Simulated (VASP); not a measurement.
# MgSe (Fm-3m) in VASP: notebook

Runs on MgSe. Level: PBE+D4. Tasks: single point.

Program: VASP 6.6.1. These are calculated values, not measurements. Logs are shortened: lines on timing, memory, paths and dates and some standing lists are left out, and cuts for length are marked.

## Step 1: The structure

It takes space group Fm-3m (No. 225, cubic). The conventional cell has a = 5.469 Å, b = 5.469 Å, c = 5.469 Å, α = 90.00°, β = 90.00°, γ = 90.00°. Mg (site symmetry m-3m) has 6 Se at 2.73 Å as nearest neighbours. Se (site symmetry m-3m) has 6 Mg at 2.73 Å as nearest neighbours.

## Step 2: Single point, PBE+D4

INCAR reads:

```
SYSTEM = MgSe
PREC = Accurate
ENCUT = 520
EDIFF = 1E-6
ISMEAR = 0
SIGMA = 0.01
LREAL = .False.
LASPH = .True.
NELM = 100
ALGO = Fast
ISIF = 2
LWAVE = .False.
LCHARG = .True.
GGA = PE
IVDW = 13
LELF = .True.
LVHAR = .True.
NBANDS = 11
```

KPOINTS reads:

```
regular mesh
0
Gamma
  5 5 5
  0 0 0
```

POSCAR reads:

```
MgSe
1.0
    0.0000000000      2.7345548838      2.7345548838
    2.7345548838      0.0000000000      2.7345548838
    2.7345548838      2.7345548838      0.0000000000
Mg Se
1 1
Direct
    0.0000000000      0.0000000000      0.0000000000
    0.5000000000      0.5000000000      0.5000000000
```

Potentials or basis: VASP PAW PBE potentials, release 64 (Mg, Se).

On the command line:

```sh
$ cat potpaw_PBE.64/Mg/POTCAR potpaw_PBE.64/Se/POTCAR > POTCAR
$ mpirun -np 1 vasp_std > vasp.out
```

OUTCAR:

```text
SYSTEM = MgSe
   PREC = Accurate
   ENCUT = 520
   EDIFF = 1E-6
   ISMEAR = 0
   LREAL = .False.
   LASPH = .True.
   NELM = 100
   ISIF = 2
   GGA = PE
   IVDW = 13

 ion  position               nearest neighbor table
   1  0.000  0.000  0.000-   2 2.73   2 2.73   2 2.73   2 2.73   2 2.73   2 2.73
   2  0.500  0.500  0.500-   1 2.73   1 2.73   1 2.73   1 2.73   1 2.73   1 2.73

  LATTYP: Found a face centered cubic cell.
 ALAT       =     5.4691097676

  Lattice vectors:

 A1 = (   0.0000000000,   2.7345548838,   2.7345548838)
 A2 = (   2.7345548838,   0.0000000000,   2.7345548838)
 A3 = (   2.7345548838,   2.7345548838,   0.0000000000)

Analysis of symmetry for initial positions (statically):
=====================================================================
 Subroutine PRICEL returns:
 Original cell was already a primitive cell.

 Routine SETGRP: Setting up the symmetry group for a
 face centered cubic supercell.

 Subroutine GETGRP returns: Found 48 space group operations
 (whereof 48 operations were pure point group operations)
 out of a pool of 48 trial point group operations.

The static configuration has the point symmetry O_h .

Analysis of symmetry for dynamics (positions and initial velocities):
=====================================================================
 Subroutine PRICEL returns:
 Original cell was already a primitive cell.

 Routine SETGRP: Setting up the symmetry group for a
 face centered cubic supercell.

 Subroutine GETGRP returns: Found 48 space group operations
 (whereof 48 operations were pure point group operations)
 out of a pool of 48 trial point group operations.

The dynamic configuration has the point symmetry O_h .

 Subroutine INISYM returns: Found 48 space group operations
 (whereof 48 operations are pure point group operations),
 and found     1 'primitive' translations

----------------------------------------------------------------------------------------

                                     Primitive cell

  volume of cell :      40.8969

  direct lattice vectors                    reciprocal lattice vectors
     0.000000000  2.734554884  2.734554884    -0.182845114  0.182845114  0.182845114
     2.734554884  0.000000000  2.734554884     0.182845114 -0.182845114  0.182845114
     2.734554884  2.734554884  0.000000000     0.182845114  0.182845114 -0.182845114

  length of vectors
     3.867244604  3.867244604  3.867244604     0.316697028  0.316697028  0.316697028

  position of ions in fractional coordinates (direct lattice)
     0.000000000  0.000000000  0.000000000
     0.500000000  0.500000000  0.500000000

  ion indices of the primitive-cell ions
   primitive index   ion index
                 1           1
                 2           2

----------------------------------------------------------------------------------------

 KPOINTS: regular mesh

Automatic generation of k-mesh.
 Grid dimensions read from file:
 generate k-points for:    5    5    5

 Generating k-lattice:

  Cartesian coordinates                     Fractional coordinates (reciprocal lattice)
    -0.036569023  0.036569023  0.036569023     0.200000000  0.000000000  0.000000000
     0.036569023 -0.036569023  0.036569023     0.000000000  0.200000000  0.000000000
     0.036569023  0.036569023 -0.036569023     0.000000000  0.000000000  0.200000000

  Length of vectors
     0.063339406  0.063339406  0.063339406

  Shift w.r.t. Gamma in fractional coordinates (k-lattice)
     0.000000000  0.000000000  0.000000000

 Subroutine IBZKPT returns following result:
 ===========================================

 Found     10 irreducible k-points:

 Following reciprocal coordinates:
            Coordinates               Weight
  0.000000  0.000000  0.000000      1.000000
  0.200000  0.000000  0.000000      8.000000
  0.400000  0.000000  0.000000      8.000000
  0.200000  0.200000  0.000000      6.000000
  0.400000  0.200000  0.000000     24.000000
 -0.400000  0.200000  0.000000     24.000000
 -0.200000  0.200000  0.000000     12.000000
  0.400000  0.400000  0.000000      6.000000
 -0.400000  0.400000  0.000000     12.000000
 -0.400000  0.400000  0.200000     24.000000
   k-points           NKPTS =     10   k-points in BZ     NKDIM =     10   number of bands    NBANDS=     11
   number of dos      NEDOS =    301   number of ions     NIONS =      2
   total plane-waves  NPLWV =  27000
   dimension x,y,z NGX =    30 NGY =   30 NGZ =   30
   dimension x,y,z NGXF=    60 NGYF=   60 NGZF=   60
   ions per type =               1   1
   NGX,Y,Z   is equivalent  to a cutoff of  12.90, 12.90, 12.90 a.u.
   NGXF,Y,Z  is equivalent  to a cutoff of  25.79, 25.79, 25.79 a.u.
 SYSTEM =  MgSe
   PREC   = accura    normal or accurate (medium, high low for compatibility)
   ISTART =      0    job   : 0-new  1-cont  2-samecut
   ICHARG =      2    charge: 1-file 2-atom 10-const
   ISPIN  =      1    spin polarized calculation?
   LNONCOLLINEAR =      F non collinear calculations
   LSORBIT =      F    spin-orbit coupling
   LASPH  =      T    aspherical Exc in radial PAW
   ENCUT  =  520.0 eV  38.22 Ry    6.18 a.u.   7.19  7.19  7.19*2*pi/ulx,y,z
   NELM   =    100;   NELMIN=  2; NELMDL= -5     # of ELM steps
   EDIFF  = 0.1E-05   stopping-criterion for ELM
[... 8 lines left out ...]
   TEBEG  =    0.0;   TEEND  =   0.0 temperature during run
   PSTRESS=    0.0 pullay stress
   NELECT =       8.0000    total number of electrons
   NUPDOWN=      -1.0000    fix difference up-down
   EMIN   =  10.00;   EMAX   =-10.00  energy-range for DOS
   EFERMI =   0.00;   METHOD = LEGACY
   ISMEAR =     0;   SIGMA  =   0.01  broadening in eV -4-tet -1-fermi 0-gaus
   EFERMI_NEDOS =   21; number of points for ismear=-14 and -15
   IALGO  =     68    algorithm
   IMIX   =      4    mixing-type and parameters
     AMIX     =   0.40;   BMIX     =  1.00
     AMIX_MAG =   1.60;   BMIX_MAG =  1.00
  volume/ion in A,a.u.               =      20.45       137.99
  Fermi-wavevector in a.u.,A,eV,Ry     =   0.950331  1.795865 12.287814  0.903129
  Thomas-Fermi vector in A             =   2.078698
   LORBIT       =      0    0 simple, 1 ext, 2 COOP (PROOUT), +10 PAW based schemes
   GGA     = PE    functional components
   LHFCALC =     F    Hartree Fock is set to
   AEXX    =    0.0000 exact exchange contribution
   IVDW    =    13    specifies the selected vdW correction
   LEPSILON=     F    determine dielectric tensor
   LRPA    =     F    only Hartree local field effects (RPA)
 non-spin polarized calculation
 RMM-DIIS sequential band-by-band and
 Gauss-broadening in eV      SIGMA  =   0.01
  energy-cutoff  :      520.00
  volume of cell :       40.90
 maximum number of plane-waves:      1114
 NGX is ok and might be reduce to    30
   NGX = 15   NGY = 15   NGZ = 15

 number of electron       8.0000000 magnetization

 Free energy of the ion-electron system (eV)
  ---------------------------------------------------
  ext. energy  EPLUGINS =         0.00000000
  ---------------------------------------------------
  free energy    TOTEN  =        -7.46951355 eV

  energy without entropy =       -7.46951355  energy(sigma->0) =       -7.46951355

 E-fermi :   3.2440     XC(G=0):  -9.4459

 val. band max:        3.1561707805   @ k =   0.0000   0.0000   0.0000
 cond. band min:       5.3393691819   @ k =   0.4000   0.4000   0.0000
 fundamental gap:      2.1831984014
 Fermi energy:         3.2440027220

 k-point     1 :       0.0000    0.0000    0.0000
  band No.  band energies     occupation
      1      -9.7321      2.00000
      2       3.1562      2.00000
      3       3.1562      2.00000
      4       3.1562      2.00000
      5       5.6814      0.00000
      6      10.5633      0.00000
      7      10.5633      0.00000
      8      10.5633      0.00000
      9      13.1005      0.00000
     10      13.1005      0.00000
     11      14.1157      0.00000

 k-point     2 :       0.2000    0.0000    0.0000
  band No.  band energies     occupation
      1      -9.4111      2.00000
      2       0.8545      2.00000
      3       2.9326      2.00000
      4       2.9326      2.00000
      5       7.1578      0.00000
      6      10.4287      0.00000
      7      10.5510      0.00000
      8      10.5510      0.00000
      9      12.2026      0.00000
     10      12.2026      0.00000
     11      13.3838      0.00000

 k-point     3 :       0.4000    0.0000    0.0000
  band No.  band energies     occupation
      1      -8.7660      2.00000
      2      -1.3998      2.00000
      3       2.6302      2.00000
      4       2.6302      2.00000
      5       7.0360      0.00000
      6       9.3958      0.00000
      7       9.3958      0.00000
      8      11.7603      0.00000
      9      13.7253      0.00000
     10      15.0907      0.00000
     11      15.0907      0.00000

 k-point     4 :       0.2000    0.2000    0.0000
  band No.  band energies     occupation
      1      -9.3079      2.00000
      2       1.0120      2.00000
      3       2.4035      2.00000
      4       2.4035      2.00000
      5       7.6595      0.00000
      6       8.7633      0.00000
      7       9.9382      0.00000
      8      12.0799      0.00000
      9      12.0799      0.00000
     10      13.7486      0.00000
     11      15.6727      0.00000
[... 43 lines left out ...]
 k-point     8 :       0.4000    0.4000    0.0000
  band No.  band energies     occupation
      1      -8.4824      2.00000
      2      -0.7976      2.00000
      3       1.5179      2.00000
      4       1.5179      2.00000
      5       5.3394      0.00000
      6       7.3231      0.00000
      7      13.5749      0.00000
      8      14.5770      0.00000
      9      14.5770      0.00000
     10      15.3145      0.00000
     11      19.8544      0.00000

 k-point     9 :      -0.4000    0.4000    0.0000
  band No.  band energies     occupation
      1      -8.3087      2.00000
      2      -0.7488      2.00000
      3       0.2077      2.00000
      4       1.6174      2.00000
      5       5.8746      0.00000
      6       8.6854      0.00000
      7      12.6189      0.00000
      8      13.4650      0.00000
      9      13.9233      0.00000
     10      16.6454      0.00000
     11      19.0254      0.00000

 k-point    10 :      -0.4000    0.4000    0.2000
  band No.  band energies     occupation
      1      -8.3887      2.00000
      2      -0.6616      2.00000
      3       0.3927      2.00000
      4       1.2775      2.00000
      5       7.4589      0.00000
      6       9.7488      0.00000
      7       9.7797      0.00000
      8      12.4947      0.00000
      9      15.0432      0.00000
     10      15.3657      0.00000
     11      18.6598      0.00000

------------------------ aborting loop because EDIFF is reached ----------------------------------------

  DFT-D4 for vdW energy calculation

  Edisp (eV):   -0.60379

  FORCE on cell =-STRESS in cart. coord.  units (eV):
  Direction    XX          YY          ZZ          XY          YZ          ZX
  --------------------------------------------------------------------------------------
  -------------------------------------------------------------------------------------
  Total      -0.24798    -0.24798    -0.24798     0.00000     0.00000     0.00000
  in kB      -9.71481    -9.71481    -9.71481     0.00000     0.00000     0.00000
  external pressure =       -9.71 kB  Pullay stress =        0.00 kB

 VOLUME and BASIS-vectors are now :
 -----------------------------------------------------------------------------
  energy-cutoff  :      520.00
  volume of cell :       40.90
      direct lattice vectors                 reciprocal lattice vectors
     0.000000000  2.734554884  2.734554884    -0.182845114  0.182845114  0.182845114
     2.734554884  0.000000000  2.734554884     0.182845114 -0.182845114  0.182845114
     2.734554884  2.734554884  0.000000000     0.182845114  0.182845114 -0.182845114

 POSITION                                       TOTAL-FORCE (eV/Angst)
 -----------------------------------------------------------------------------------
      0.00000      0.00000      0.00000        -0.000000     -0.000000     -0.000000
      2.73455      2.73455      2.73455         0.000000      0.000000      0.000000
 -----------------------------------------------------------------------------------
    total drift:                               -0.000000     -0.000000      0.000000

  FREE ENERGIE OF THE ION-ELECTRON SYSTEM (eV)
  ---------------------------------------------------
  free  energy   TOTEN  =        -8.0733020607 eV

  energy  without entropy=       -8.0733020607  energy(sigma->0) =       -8.07330206
```

It took 12 s on 1 thread of Intel Xeon Platinum 8375C at 2.90GHz (Ice Lake), shared host; peak memory 0.16 GiB.

Results:

```yaml
Free_energy: -8.0733 eV
Pressure: -1.0 GPa
Band_gap_on_the_k_mesh: 2.18 eV, indirect (least direct gap 2.53 eV)
Dispersion_energy_per_atom: -0.302 eV
```

Levels at points of the mesh, in eV from the valence-band top:
```csv
k point,band 2,band 3,band 4,band 5,band 6,band 7
"(0.00, 0.00, 0.00)",0.00,0.00,0.00,2.53,7.41,7.41
```

Caveat: an odd mesh through Γ misses points on the zone boundary, where band edges often lie.

## Step 3: Single point, PBE+D4

This run uses another cell than the first one, of 19.23 Å³/atom, 0.941 times its volume.

INCAR reads:

```
PREC     = Accurate       # precision mode
ENCUT    = 520            # plane-wave cutoff, eV
EDIFF    = 1E-7           # SCF threshold, eV
ISMEAR   = 0              # smearing method
SIGMA    = 0.01           # smearing width, eV
LREAL    = False          # projectors in reciprocal space
LASPH    = True           # aspherical terms in the spheres
NELM     = 80             # most SCF steps
ALGO     = Normal         # electronic algorithm
ISIF     = 2              # what is computed and relaxed
LWAVE    = False          # write WAVECAR
LCHARG   = False          # write CHGCAR
GGA      = PE             # functional
IVDW     = 13             # dispersion correction
NBANDS   = 11             # bands
```

KPOINTS reads:

```
regular mesh
0
Gamma
  5 5 5
```

POSCAR reads:

```
MgSe
1.0
    0.0000000000      2.6792961588      2.6792961588
    2.6792961588      0.0000000000      2.6792961588
    2.6792961588      2.6792961588      0.0000000000
Mg Se
1 1
Direct
    0.0000000000      0.0000000000      0.0000000000
    0.5000000000      0.5000000000      0.5000000000
```

Potentials or basis: VASP PAW PBE potentials, release 64 (Mg, Se).

On the command line:

```sh
$ cat potpaw_PBE.64/Mg/POTCAR potpaw_PBE.64/Se/POTCAR > POTCAR
$ mpirun -np 1 vasp_std > vasp.out
```

Run time: 11 s. Hardware: 1 thread of Intel Xeon Platinum 8375C at 2.90GHz (Ice Lake), shared host; peak memory 0.15 GiB.

The run converged. Its results:

| Property | Result |
| --- | --- |
| Free energy | -8.0564 eV |
| Pressure | 3.4 GPa |
| Band gap on the k mesh | 2.30 eV, indirect (least direct gap 2.95 eV) |
| Dispersion energy per atom | -0.320 eV |

Levels at points of the mesh, in eV from the valence-band top:
```csv
k point,band 2,band 3,band 4,band 5,band 6,band 7
"(0.00, 0.00, 0.00)",0.00,0.00,0.00,2.95,7.38,7.38
```

Caveat: an odd mesh through Γ misses points on the zone boundary, where band edges often lie. Expect the measured gap to be larger: semilocal functionals such as PBE lack the derivative discontinuity.

(Continued in part 2 of 2.)
